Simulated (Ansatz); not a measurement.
# CuO: tests of the settings

Aim, for CuO: relax the cell with several choices of functional.

Computed with Ansatz 0.2.0 (DFT PBE, scalar-relativistic, plane waves, PAW for the base; runs at other levels say so in their headings and inputs, unless a step's input says otherwise).

4 further runs of the same task are left out: 3 that didn't finish, 1 set aside as unsound or not needed.

### Step 1. Starting point

The structure is monoclinic, space group C2/c (No. 15). Conventional cell: a = 4.100 Å, b = 4.045 Å, c = 5.176 Å, α = 90.00°, β = 90.27°, γ = 90.00°. Cu (site symmetry -1) has 4 O at 1.94 Å as nearest neighbours. O (site symmetry 2) has 4 Cu at 1.94 Å as nearest neighbours.

The space group C2/c holds at a tolerance of 0.01 Å; at 0.001 Å the coordinates give P-1. Cell or atoms stand a little off a more symmetric structure (P4_2/mmc at a tolerance of 0.3 Å), so results at this geometry aren't those of that ideal crystal.

As a file:

```cif
data_structure
_symmetry_space_group_name_H-M 'C2/c'
_symmetry_Int_Tables_number 15
_cell_length_a 4.0998
_cell_length_b 4.0445
_cell_length_c 5.1764
_cell_angle_alpha 90.000
_cell_angle_beta 90.272
_cell_angle_gamma 90.000
_cell_volume 85.83
loop_
_atom_site_label
_atom_site_type_symbol
_atom_site_symmetry_multiplicity
_atom_site_Wyckoff_symbol
_atom_site_fract_x
_atom_site_fract_y
_atom_site_fract_z
_atom_site_occupancy
Cu1 Cu 4 c 0.25000 0.75000 0.50000 1
O1 O 4 e 0.50000 0.50162 0.25000 1
```

Source of the structure: the Materials Project (structure only). It is taken as it stands there.

### Step 2. The base input

input.yaml reads:

```yaml
crystal:
  lattice:
    - [2.8795009639, 0.0, 0.0]
    - [0.039072758, 2.8792794796, 0.0]
    - [0.0174953863, 0.0172449008, 5.1763391994]
  atoms:
    - { symbol: Cu, position: [0.5, 0.0, 0.5] }
    - { symbol: Cu, position: [0.0, 0.5, 0.0] }
    - { symbol: O, position: [0.00157603, 0.99832822, 0.2501129] }
    - { symbol: O, position: [0.99842397, 0.00167178, 0.7498871] }
basis:
  ecutwfc: 420
kpoints:
  mp_grid: { grid: [14, 14, 8] }
hamiltonian:
  xc: pbe
scf:
  occupations: { method: gaussian, width: 0.1 }
output:
  forces: true
  stress: true
  eigenvalues: true
  populations: true
  write_density: true
  write_potential: true
  elf: true
  volumetric_format: npy
```

Its results, from an earlier run: -3595.6316 eV/atom at zero smearing, pressure 5.81 GPa, largest force 0.011 eV/Å, no gap on the mesh, in 7 SCF cycles and 41 s.

### Step 3. Relaxation, functional: LDA

input.yaml reads:

```yaml
crystal:
  lattice:
    - [2.8795009639, 0.0, 0.0]
    - [0.039072758, 2.8792794796, 0.0]
    - [0.0174953863, 0.0172449008, 5.1763391994]
  atoms:
    - { symbol: Cu, position: [0.5, 0.0, 0.5] }
    - { symbol: Cu, position: [0.0, 0.5, 0.0] }
    - { symbol: O, position: [0.00157603, 0.99832822, 0.2501129] }
    - { symbol: O, position: [0.99842397, 0.00167178, 0.7498871] }
basis:
  ecutwfc: 420
kpoints:
  mp_grid: { grid: [14, 14, 8] }
hamiltonian:
  xc: lda
scf:
  occupations: { method: gaussian, width: 0.1 }
output:
  forces: true
  stress: true
  eigenvalues: true
relax:
  adjacent_minimum: "off"
  f_tol: 0.01
  max_steps: 60
  cell: { stress_tol: 0.05 }
```

On the command line:

```sh
$ ansatz run input.yaml --threads 1 --pin off --max-ram 2560MiB --backend cpu --events-out ev --progress --plain --runs-dir out
```

### Step 4. Relaxation, functional: PBEsol

Changes to input.yaml since step 3:

```diff
@@ -15,3 +15,3 @@
 hamiltonian:
-  xc: lda
+  xc: pbesol
 scf:
@@ -22,2 +22,6 @@
   eigenvalues: true
+  write_density: true
+  write_potential: true
+  elf: true
+  volumetric_format: npy
 relax:
```

### Step 5. Relaxing with functional PBE

Changes to input.yaml since step 4:

```diff
@@ -15,3 +15,3 @@
 hamiltonian:
-  xc: pbesol
+  xc: pbe
 scf:
@@ -22,6 +22,2 @@
   eigenvalues: true
-  write_density: true
-  write_potential: true
-  elf: true
-  volumetric_format: npy
 relax:
```

### Step 6. Relaxing with functional r2SCAN

Changes to input.yaml since step 5:

```diff
@@ -11,3 +11,3 @@
 basis:
-  ecutwfc: 420
+  ecutwfc: 500
 kpoints:
@@ -15,3 +15,3 @@
 hamiltonian:
-  xc: pbe
+  xc: r2scan
 scf:
```

(Steps that only read results are left out.)

What results come out of these runs, taken together? Wanted: relaxed volume by functional.

The runs gave:

| quantity | value |
| --- | --- |
| relaxed volume by functional (Å³/atom) | LDA: 10.26; PBEsol: 10.66; PBE: 11.20; r2SCAN: 10.73 |

The relaxed volumes span 9.1 %, from LDA (smallest) to PBE (largest). Spin polarisation is off in the runs that give these values; a magnetic solution could lie lower.
